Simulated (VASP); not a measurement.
**A VASP 6.6.1 single-point calculation on SrO**

INCAR

```
NBANDS = 15
NELM = 55
PREC = Accurate
LWAVE = .FALSE.
LASPH = .TRUE.
SIGMA = 0.02
ENCUT = 520
EDIFF = 1E-7
ISMEAR = -1
IBRION = -1
LREAL = .FALSE.
LCHARG = .FALSE.
NSW = 0
AMIX = 0.2
ISIF = 2
ALGO = Conjugate
GGA = PE
```

KPOINTS

```
KPOINTS created by Atomic Simulation Environment
0
Gamma
8 8 8
0 0 0
```

POSCAR

```
Sr O
 1.0000000000000000
    -0.0288464045000000    2.5768448447000001    2.5768448447000001
     2.5768448447000001   -0.0288464045000000    2.5768448447000001
     2.5768448447000001    2.5768448447000001   -0.0288464045000000
 Sr  O
   1   1
Cartesian
  0.0000000000000000  0.0000000000000000  0.0000000000000000
  2.5624216424499995  2.5624216424499995  2.5624216424499990
```

The recommended PBE PAW datasets give the neutral cell 16 valence electrons.

Command

```
mpirun -np 1 vasp_std
```

Q: How does this run end, and what does it give?

A: It converged. Results: gap between bands v and c on the k mesh 3.25 eV; least direct gap on the k mesh 3.36 eV; pressure 1.1 GPa. Band v is the last that the valence electrons fill when counted band by band, and c is the next.

OSZICAR

```
N       E                     dE             d eps       ncg     rms           ort
DAV:   1     0.679558830629E+02    0.67956E+02   -0.96025E+03   975   0.108E+03
DAV:   2    -0.110117009424E+02   -0.78968E+02   -0.72350E+02   975   0.219E+02
DAV:   3    -0.141847006270E+02   -0.31730E+01   -0.31581E+01   975   0.399E+01
DAV:   4    -0.142489165397E+02   -0.64216E-01   -0.64207E-01   975   0.549E+00
DAV:   5    -0.142505804533E+02   -0.16639E-02   -0.16639E-02   975   0.688E-01
SDA:   6    -0.694150487526E+01    0.73091E+01   -0.16639E-02   975   0.239E+02   0.000E+00
CGA:   7    -0.116394500676E+02   -0.46979E+01   -0.46891E+01   975   0.834E+00  -0.112E+01
CGA:   8    -0.120097287783E+02   -0.37028E+00   -0.37093E+00   975   0.117E+00  -0.519E-02
CGA:   9    -0.120466478393E+02   -0.36919E-01   -0.37193E-01   975   0.173E-01  -0.236E-02
CGA:  10    -0.120505660052E+02   -0.39182E-02   -0.39183E-02   975   0.992E-03   0.320E-04
CGA:  11    -0.120509634085E+02   -0.39740E-03   -0.39759E-03   975   0.113E-03  -0.121E-05
CGA:  12    -0.120510141573E+02   -0.50749E-04   -0.51547E-04   975   0.359E-04  -0.392E-05
CGA:  13    -0.120510293153E+02   -0.15158E-04   -0.15600E-04   975   0.144E-04  -0.248E-05
CGA:  14    -0.120510336987E+02   -0.43834E-05   -0.44026E-05   975   0.340E-05  -0.491E-06
CGA:  15    -0.120510349894E+02   -0.12907E-05   -0.13423E-05   975   0.442E-06  -0.446E-06
CGA:  16    -0.120510351143E+02   -0.12484E-06   -0.12335E-06   975   0.877E-07   0.915E-07
SDA:  17    -0.120510351487E+02   -0.34456E-07   -0.34102E-07   975   0.220E-07   0.230E-07
   1 F= -.12051035E+02 E0= -.12051035E+02  d E =-.118534E-10
```

Standard output (part)

```
POSCAR found type information on POSCAR SrO
 POSCAR found :  2 types and       2 ions
 LDA part: xc-table for (Slater+PW92), standard interpolation
 POSCAR, INCAR and KPOINTS ok, starting setup
 WAVECAR not read
 entering main loop
 gam= 0.000 g(H,U,f)=  0.136E+02 0.103E+02 0.689E-10 ort(H,U,f) = 0.000E+00 0.000E+00 0.000E+00
 gam= 0.000 trial= 0.400  step=  0.3927 mean=  0.4000
 gam= 0.035 g(H,U,f)=  0.670E+00 0.165E+00 0.160E-11 ort(H,U,f) =-0.269E+01 0.158E+01 0.125E-10
 gam= 0.035 trial= 0.399  step=  0.9327 mean=  0.3993
 gam= 0.140 g(H,U,f)=  0.816E-01 0.354E-01 0.622E-14 ort(H,U,f) =-0.114E+00 0.109E+00 0.123E-13
 gam= 0.140 trial= 0.453  step=  0.6397 mean=  0.4526
 gam= 0.148 g(H,U,f)=  0.146E-01 0.273E-02 0.825E-14 ort(H,U,f) = 0.119E-01-0.143E-01-0.124E-13
 gam= 0.148 trial= 0.471  step=  0.4621 mean=  0.4713
 gam= 0.057 g(H,U,f)=  0.889E-03 0.103E-03 0.150E-14 ort(H,U,f) = 0.955E-04-0.635E-04 0.221E-14
 gam= 0.057 trial= 0.470  step=  0.8003 mean=  0.4704
 gam= 0.114 g(H,U,f)=  0.995E-04 0.139E-04 0.436E-15 ort(H,U,f) =-0.592E-05 0.471E-05 0.804E-15
 gam= 0.114 trial= 0.503  step=  0.9097 mean=  0.5034
 gam= 0.316 g(H,U,f)=  0.316E-04 0.425E-05 0.566E-16 ort(H,U,f) =-0.840E-05 0.448E-05 0.155E-15
 gam= 0.316 trial= 0.544  step=  0.9002 mean=  0.5440
 gam= 0.400 g(H,U,f)=  0.113E-04 0.308E-05 0.344E-17 ort(H,U,f) =-0.109E-05-0.139E-05 0.168E-16
 gam= 0.400 trial= 0.580  step=  0.6581 mean=  0.5796
...
```

For comparison, a separate PBE run of the intended cell, on usual settings and not on those above, gives a gap of 3.25 eV on its mesh and a pressure of 1.1 GPa.
